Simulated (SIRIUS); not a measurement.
# BAs (F-43m) in SIRIUS: a series of runs

One crystal, BAs, is run at these levels: PBEsol; tasks: equation of state.

All numbers are computed with SIRIUS 7.12.0; they aren't measurements. Logs are shortened: lines on timing, memory, paths and dates and some standing lists are left out, and cuts for length are marked. The log counts tension as positive stress, the text compression.

**The experiment to reproduce.**

From “Basic Physical Properties of Cubic Boron Arsenide”, 2019, arxiv:1911.11281, for a bulk crystal of BAs: bulk modulus 148 GPa.

How close the calculation comes is told below.

**1. The crystal as given**

It takes space group F-43m (No. 216, cubic). Conventional cell: a = 4.777 Å, b = 4.777 Å, c = 4.777 Å, α = 90.00°, β = 90.00°, γ = 90.00°. As (site symmetry -43m) is surrounded by 4 B at 2.07 Å. B (site symmetry -43m) has 4 As at 2.07 Å as nearest neighbours.

**2. Equation of state, PBEsol, 12.81 Å³/atom (volume scaled by 0.94)**

The input, sirius.json:

```json
{
  "control": {
    "processing_unit": "cpu",
    "std_evp_solver_name": "lapack",
    "gen_evp_solver_name": "lapack",
    "verbosity": 2,
    "print_forces": false,
    "ortho_rf": true,
    "use_second_variation": true,
    "rmt_max": 3.0,
    "num_bands_to_print": 21,
    "save_wf": true
  },
  "parameters": {
    "electronic_structure_method": "full_potential_lapwlo",
    "xc_functionals": ["XC_GGA_X_PBE_SOL", "XC_GGA_C_PBE_SOL"],
    "core_relativity": "dirac",
    "valence_relativity": "iora",
    "num_fv_states": 21,
    "smearing": "fermi_dirac",
    "smearing_width": 0.0018374661,
    "pw_cutoff": 21,
    "gk_cutoff": 4.09,
    "lmax_apw": 10,
    "lmax_rho": 8,
    "lmax_pot": 8,
    "num_mag_dims": 0,
    "auto_rmt": 0,
    "ngridk": [10, 10, 10],
    "shiftk": [0, 0, 0],
    "num_dft_iter": 80,
    "energy_tol": 1e-07,
    "density_tol": 1e-05,
    "use_symmetry": true
  },
  "settings": {"tol_ne": 1e-10},
  "iterative_solver": {"type": "exact"},
  "mixer": {"type": "anderson", "beta": 0.5, "max_history": 8},
  "unit_cell": {
    "lattice_vectors": [[0.0, 4.4214704876, 4.4214704876], [4.4214704876, 0.0, 4.4214704876], [4.4214704876, 4.4214704876, 0.0]],
    "atom_types": ["As", "B"],
    "atom_files": {"As": "As.json", "B": "B.json"},
    "atoms": {"As": [[0.75, 0.75, 0.75]], "B": [[0.0, 0.0, 0.0]]}
  }
}
```

The input, As.json:

```json
{
  "name": "arsenic",
  "symbol": "As",
  "number": 33,
  "mass": 74.9216,
  "rmin": 1e-06,
  "rmt": 2.18,
  "nrmt": 800,
  "rinf": 15.07,
  "core": "1s2s2p",
  "valence": [
    {"basis": [{"enu": 0.12, "dme": 0, "n": 0, "auto": 0}, {"enu": 0.12, "dme": 1, "n": 0, "auto": 0}]},
    {"l": 0, "n": 1, "basis": [{"enu": 0.0986, "dme": 0, "n": 0, "auto": 0}]},
    {"l": 1, "n": 2, "basis": [{"enu": 0.22, "dme": 0, "n": 0, "auto": 0}]},
    {"l": 2, "n": 3, "basis": [{"enu": 0.22, "dme": 0, "n": 0, "auto": 0}]},
    {"l": 3, "n": 4, "basis": [{"enu": 0.22, "dme": 0, "n": 0, "auto": 0}]}
  ],
  "lo": [
    {
      "l": 0,
      "basis": [{"enu": 0.0986, "dme": 0, "n": 0, "auto": 0}, {"enu": 0.0986, "dme": 1, "n": 0, "auto": 0}]
    },
    {
      "l": 0,
      "basis": [{"enu": 0.0986, "dme": 1, "n": 0, "auto": 0}, {"enu": 0.0986, "dme": 2, "n": 0, "auto": 0}]
    },
    {
      "l": 0,
      "basis": [{"enu": -6.5308, "dme": 0, "n": 3, "auto": 1}, {"enu": -6.5308, "dme": 1, "n": 3, "auto": 1}]
    },
    {
      "l": 0,
      "basis": [{"enu": 0.0986, "dme": 0, "n": 0, "auto": 0}, {"enu": 2.6236, "dme": 0, "n": 0, "auto": 0}]
    },
    {"l": 1, "basis": [{"enu": 0.22, "dme": 0, "n": 0, "auto": 0}, {"enu": 0.22, "dme": 1, "n": 0, "auto": 0}]},
    {
      "l": 1,
      "basis": [{"enu": -4.4809, "dme": 0, "n": 3, "auto": 1}, {"enu": -4.4809, "dme": 1, "n": 3, "auto": 1}]
    },
    {
      "l": 1,
      "basis": [{"enu": -4.4809, "dme": 1, "n": 3, "auto": 1}, {"enu": 0.22, "dme": 0, "n": 0, "auto": 0}]
    },
    {"l": 1, "basis": [{"enu": 0.22, "dme": 0, "n": 0, "auto": 0}, {"enu": 4.0917, "dme": 0, "n": 0, "auto": 0}]},
    {"l": 2, "basis": [{"enu": 0.22, "dme": 0, "n": 0, "auto": 0}, {"enu": 0.22, "dme": 1, "n": 0, "auto": 0}]},
    {
      "l": 2,
      "basis": [{"enu": -1.0885, "dme": 0, "n": 3, "auto": 1}, {"enu": -1.0885, "dme": 1, "n": 3, "auto": 1}]
    },
    {
      "l": 2,
      "basis": [{"enu": -1.0885, "dme": 1, "n": 3, "auto": 1}, {"enu": 0.22, "dme": 0, "n": 0, "auto": 0}]
    },
    {"l": 2, "basis": [{"enu": 0.22, "dme": 0, "n": 0, "auto": 0}, {"enu": 4.5967, "dme": 0, "n": 0, "auto": 0}]},
    {"l": 3, "basis": [{"enu": 0.22, "dme": 0, "n": 0, "auto": 0}, {"enu": 0.22, "dme": 1, "n": 0, "auto": 0}]},
    {"l": 3, "basis": [{"enu": 0.22, "dme": 0, "n": 0, "auto": 0}, {"enu": 3.8813, "dme": 0, "n": 0, "auto": 0}]}
  ],
  "free_atom": [... radial grid and density of the free atom, the start of the SCF ...]
}
```

The input, B.json:

```json
{
  "name": "boron",
  "symbol": "B",
  "number": 5,
  "mass": 10.811,
  "rmin": 1e-06,
  "rmt": 1.59,
  "nrmt": 800,
  "rinf": 17.81,
  "core": "",
  "valence": [
    {"basis": [{"enu": 0.12, "dme": 0, "n": 0, "auto": 0}, {"enu": 0.12, "dme": 1, "n": 0, "auto": 0}]},
    {"l": 0, "n": 1, "basis": [{"enu": 0.1659, "dme": 0, "n": 0, "auto": 0}]},
    {"l": 1, "n": 2, "basis": [{"enu": 0.22, "dme": 0, "n": 0, "auto": 0}]},
    {"l": 2, "n": 3, "basis": [{"enu": 0.22, "dme": 0, "n": 0, "auto": 0}]},
    {"l": 3, "n": 4, "basis": [{"enu": 0.22, "dme": 0, "n": 0, "auto": 0}]}
  ],
  "lo": [
    {
      "l": 0,
      "basis": [{"enu": 0.1659, "dme": 0, "n": 0, "auto": 0}, {"enu": 0.1659, "dme": 1, "n": 0, "auto": 0}]
    },
    {
      "l": 0,
      "basis": [{"enu": 0.1659, "dme": 1, "n": 0, "auto": 0}, {"enu": 0.1659, "dme": 2, "n": 0, "auto": 0}]
    },
    {
      "l": 0,
      "basis": [{"enu": -6.2064, "dme": 0, "n": 1, "auto": 1}, {"enu": -6.2064, "dme": 1, "n": 1, "auto": 1}]
    },
    {
      "l": 0,
      "basis": [{"enu": 0.1659, "dme": 0, "n": 0, "auto": 0}, {"enu": 4.9125, "dme": 0, "n": 0, "auto": 0}]
    },
    {"l": 1, "basis": [{"enu": 0.22, "dme": 0, "n": 0, "auto": 0}, {"enu": 0.22, "dme": 1, "n": 0, "auto": 0}]},
    {"l": 1, "basis": [{"enu": 0.22, "dme": 1, "n": 0, "auto": 0}, {"enu": 0.22, "dme": 2, "n": 0, "auto": 0}]},
    {"l": 1, "basis": [{"enu": 0.22, "dme": 0, "n": 0, "auto": 0}, {"enu": 5.6786, "dme": 0, "n": 0, "auto": 0}]},
    {"l": 2, "basis": [{"enu": 0.22, "dme": 0, "n": 0, "auto": 0}, {"enu": 0.22, "dme": 1, "n": 0, "auto": 0}]},
    {"l": 2, "basis": [{"enu": 0.22, "dme": 1, "n": 0, "auto": 0}, {"enu": 0.22, "dme": 2, "n": 0, "auto": 0}]},
    {"l": 2, "basis": [{"enu": 0.22, "dme": 0, "n": 0, "auto": 0}, {"enu": 6.3906, "dme": 0, "n": 0, "auto": 0}]},
    {"l": 3, "basis": [{"enu": 0.22, "dme": 0, "n": 0, "auto": 0}, {"enu": 0.22, "dme": 1, "n": 0, "auto": 0}]}
  ],
  "free_atom": [... radial grid and density of the free atom, the start of the SCF ...]
}
```

The input, sirius_start.json:

```json
{
  "control": {
    "processing_unit": "cpu",
    "std_evp_solver_name": "lapack",
    "gen_evp_solver_name": "lapack",
    "verbosity": 1,
    "print_forces": false,
    "ortho_rf": true,
    "use_second_variation": true,
    "rmt_max": 3.0,
    "num_bands_to_print": 21,
    "save_wf": false
  },
  "parameters": {
    "electronic_structure_method": "full_potential_lapwlo",
    "xc_functionals": ["XC_LDA_X", "XC_LDA_C_PW"],
    "core_relativity": "dirac",
    "valence_relativity": "iora",
    "num_fv_states": 21,
    "smearing": "fermi_dirac",
    "smearing_width": 0.0055123983,
    "pw_cutoff": 21,
    "gk_cutoff": 3.27,
    "lmax_apw": 10,
    "lmax_rho": 8,
    "lmax_pot": 8,
    "num_mag_dims": 0,
    "auto_rmt": 0,
    "ngridk": [4, 4, 4],
    "shiftk": [0, 0, 0],
    "num_dft_iter": 30,
    "energy_tol": 0.01,
    "density_tol": 0.05,
    "use_symmetry": true
  },
  "settings": {"tol_ne": 1e-10},
  "iterative_solver": {"type": "exact"},
  "mixer": {"type": "anderson", "beta": 0.5, "max_history": 8},
  "unit_cell": {
    "lattice_vectors": [[0.0, 4.4214704876, 4.4214704876], [4.4214704876, 0.0, 4.4214704876], [4.4214704876, 4.4214704876, 0.0]],
    "atom_types": ["As", "B"],
    "atom_files": {"As": "As.json", "B": "B.json"},
    "atoms": {"As": [[0.75, 0.75, 0.75]], "B": [[0.0, 0.0, 0.0]]}
  }
}
```

Potentials or basis: all-electron FP-LAPW, apw+lo standard.

Run with:

```
$ OMP_NUM_THREADS=1 sirius.scf --input=sirius_start.json --output=start.json
$ OMP_NUM_THREADS=1 sirius.scf --input=sirius.json --output=output.json --task=1
```

Output:

```text
[info] SIRIUS version : 7.12.0
[info] number of MPI ranks           : 1
[info] MPI grid                      : 1 1
[info] maximum number of OMP threads : 1
[fft] FFT context for density and potential
[fft] =====================================
[fft]   plane wave cutoff                     : 21
[fft]   grid size                             : 45 45 45   total : 91125
[fft]   grid limits                           : -22 22   -22 22   -22 22
[fft]   number of G-vectors within the cutoff : 26933
[fft]   number of G-shells                    : 739
[fft] FFT context for coarse grid
[fft] =====================================
[fft]   plane wave cutoff                     : 8.18
[fft]   grid size                             : 20 20 20   total : 8000
[fft]   grid limits                           : -9 10   -9 10   -9 10
[fft]   number of G-vectors within the cutoff : 1639
[fft]   number of G-shells                    : 65
[unit cell] lattice vectors
[unit cell]   a1 :       0.0000000000      4.4214704876      4.4214704876
[unit cell]   a2 :       4.4214704876      0.0000000000      4.4214704876
[unit cell]   a3 :       4.4214704876      4.4214704876      0.0000000000
[unit cell] reciprocal lattice vectors
[unit cell]   b1 :      -0.7105311824      0.7105311824      0.7105311824
[unit cell]   b2 :       0.7105311824     -0.7105311824      0.7105311824
[unit cell]   b3 :       0.7105311824      0.7105311824     -0.7105311824
[unit cell] unit cell volume :       172.87420156 [a.u.^3]
[unit cell] 1/sqrt(omega)    :         0.07605625
[unit cell] MT volume        :        60.23443034 (34.84%)
[unit cell] IT volume        :       112.63977121 (65.16%)
[unit cell] number of atom types : 2
[unit cell] type id : 0 symbol : As mt_radius :   2.180000 num_atoms : 1
[unit cell] type id : 1 symbol :  B mt_radius :   1.590000 num_atoms : 1
[unit cell] total number of atoms : 2
[... 361 lines left out ...]
[diagonalize] ik:    3   -6.495745   -6.036963   -4.421636   -4.421634   -4.421634   -1.014090   -1.013975   -1.013975   -1.013099   -1.013099   -0.227056    0.073016    0.251970    0.251970    0.424917    0.485430    0.485430    0.625558    0.730682    0.741036    0.741036
[diagonalize] ik:    4   -6.495745   -6.036964   -4.421637   -4.421634   -4.421634   -1.014045   -1.013929   -1.013929   -1.013050   -1.013050   -0.190328   -0.000597    0.239386    0.239386    0.418991    0.484664    0.484664    0.632472    0.761397    0.802474    0.802474
[diagonalize] ...
[diagonalize] ik:   42   -6.495745   -6.036963   -4.421636   -4.421636   -4.421635   -1.014086   -1.013761   -1.013527   -1.013255   -1.013007   -0.121371    0.002502    0.068317    0.155711    0.420491    0.555611    0.596757    0.633153    0.718382    0.820054    0.946508
[diagonalize] ik:   43   -6.495745   -6.036964   -4.421637   -4.421636   -4.421635   -1.014337   -1.013531   -1.013454   -1.013389   -1.012908   -0.114274   -0.014379    0.124648    0.127268    0.390401    0.393749    0.700664    0.711763    0.782295    0.923085    0.926476
[diagonalize] ik:   44   -6.495745   -6.036963   -4.421636   -4.421636   -4.421635   -1.014090   -1.013799   -1.013518   -1.013262   -1.012990   -0.135646    0.016527    0.090058    0.141032    0.468790    0.502734    0.540470    0.677976    0.727612    0.848635    0.941324
[diagonalize] ik:   45   -6.495745   -6.036964   -4.421636   -4.421636   -4.421635   -1.014015   -1.013857   -1.013492   -1.013263   -1.013008   -0.118577    0.001927    0.080759    0.127439    0.479301    0.523163    0.567335    0.612104    0.742560    0.870790    0.928095
[diagonalize] ik:   46   -6.495745   -6.036964   -4.421636   -4.421636   -4.421635   -1.014106   -1.013759   -1.013458   -1.013305   -1.012981   -0.110165   -0.002430    0.093599    0.103260    0.471045    0.488271    0.606152    0.606318    0.777945    0.904758    0.905920
[generate_core_charge_density] atom class : 0
[generate_core_charge_density]   n,l,k : 1 0 1  energy :        -429.75084537
[generate_core_charge_density]   n,l,k : 2 0 1  energy :         -54.09450557
[generate_core_charge_density]   n,l,k : 2 1 1  energy :         -48.29331086
[generate_core_charge_density]   n,l,k : 2 1 2  energy :         -46.95100948
[generate_core_charge_density] atom class : 1
[find] Total energy                   :   -2284.22996039 (Ha),   -4568.45992077 (Ry)
[find] iteration : 1, RMS (target) : 6.7248e-02 (1.0000e-05) , energy difference (target) : 4.0217e-05 (1.0000e-07)
[find] Total energy                   :   -2284.22995225 (Ha),   -4568.45990449 (Ry)
[find] iteration : 2, RMS (target) : 2.2945e-03 (1.0000e-05) , energy difference (target) : 8.1379e-06 (1.0000e-07)
[find] Total energy                   :   -2284.22995762 (Ha),   -4568.45991523 (Ry)
[find] iteration : 3, RMS (target) : 7.2078e-04 (1.0000e-05) , energy difference (target) : -5.3685e-06 (1.0000e-07)
[... 15 lines left out ...]
[find] valence_eval_sum               :     -61.25755783
[find] core_eval_sum                  :   -1252.04830962
[find] kinetic energy                 :    2333.62080560
[find] enuc                           :   -2764.68602784
[find] <rho|V^{XC}>                   :    -113.10549126
[find] <rho|E^{XC}>                   :     -86.25415572
[find] <mag|B^{XC}>                   :       0.00000000
[find] <rho|V^{H}>                    :   -3533.82118179
[find] smearing (-TS)                 :      -0.00000001
[find] SCF correction                 :       0.00001222
[find] Total energy                   :   -2284.22995663 (Ha),   -4568.45991327 (Ry)
[find] Free energy (E-TS)             :   -2284.22995665 (Ha),   -4568.45991330 (Ry)
[find] band gap (eV)                  :       1.02324213
[find] Efermi                         :       0.32556090
[find] iteration : 6, RMS (target) : 3.8322e-06 (1.0000e-05) , energy difference (target) : 8.6701e-08 (1.0000e-07)
[find] converged after 7 SCF iterations!
[find] Charges and magnetic moments
[find] --------------------------------------------------------------------------------
[find] atom      charge    core leakage
[find] --------------------------------------------------------------------------------
[find]    0   31.137000    0.000000e+00
[find]    1    3.525367    0.000000e+00
[find] total core leakage    : 0.00000000e+00
[find] interstitial charge   : 3.337633
[find] total charge          : 37.999999
[find] Energy
[find] --------------------------------------------------------------------------------
[find] valence_eval_sum               :     -61.25755783
[find] core_eval_sum                  :   -1252.04830962
[find] kinetic energy                 :    2333.62080560
[find] enuc                           :   -2764.68602784
[find] <rho|V^{XC}>                   :    -113.10549126
[find] <rho|E^{XC}>                   :     -86.25415572
[find] <mag|B^{XC}>                   :       0.00000000
[find] <rho|V^{H}>                    :   -3533.82118179
[find] smearing (-TS)                 :      -0.00000001
[find] SCF correction                 :       0.00001222
[find] Total energy                   :   -2284.22995663 (Ha),   -4568.45991327 (Ry)
[find] Free energy (E-TS)             :   -2284.22995665 (Ha),   -4568.45991330 (Ry)
[find] band gap (eV)                  :       1.02324213
[find] Efermi                         :       0.32556090
```

It took 45 s on 1 thread of Arm Neoverse V1, shared host; peak memory 0.43 GiB.

What came out:

* Free energy: -62157.0636 eV
* Band gap on the k mesh: 1.02 eV, indirect (least direct gap 3.32 eV)
* All electrons inside the program's atomic spheres: As 31.14; B 3.53 (radii As 2.18, B 1.59 bohr)

(Part 1 of 4 ends here.)
